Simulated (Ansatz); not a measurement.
Input and command of a plane-wave DFT calculation in Ansatz:

```yaml
crystal:
  lattice:
    - [2.3106384671, 0.0, 0.0]
    - [-1.1553192335, 2.0010716114, 0.0]
    - [0.0, 0.0, 4.1803567986]
  atoms:
    - { symbol: C, position: [0.3333333333, 0.6666666667, 0.0627318025] }
    - { symbol: C, position: [0.6666666667, 0.3333333333, 0.5627318025] }
    - { symbol: C, position: [0.3333333333, 0.6666666667, 0.4372681975] }
    - { symbol: C, position: [0.6666666667, 0.3333333333, 0.9372681975] }
basis:
  ecutwfc: 420
kpoints:
  mp_grid: { grid: [12, 12, 6] }
hamiltonian:
  xc: pbe
scf:
  occupations: { method: gaussian, width: 0.05 }
output:
  forces: true
  stress: true
  eigenvalues: true
```

```bash
ansatz run input.yaml --threads 2 --pin off --max-ram 5120MiB --backend cpu --events-out ev --progress --plain --runs-dir out
```

Processor: Intel(R) Xeon(R) Platinum 8259CL CPU @ 2.50GHz (Skylake/Cascade Lake), 2 threads, on a host shared with other jobs.

Problem. Estimate time, memory and problem size.

Solution. About 1 s on 2 threads of Intel(R) Xeon(R) Platinum 8259CL CPU @ 2.50GHz (Skylake/Cascade Lake) (shared host), peak memory 0.34 GiB. It solves 12 bands at 76 k points (the mesh reduced by the symmetry that the task leaves, which can be less than the crystal's) with about 373 plane waves, in 6 SCF iterations.
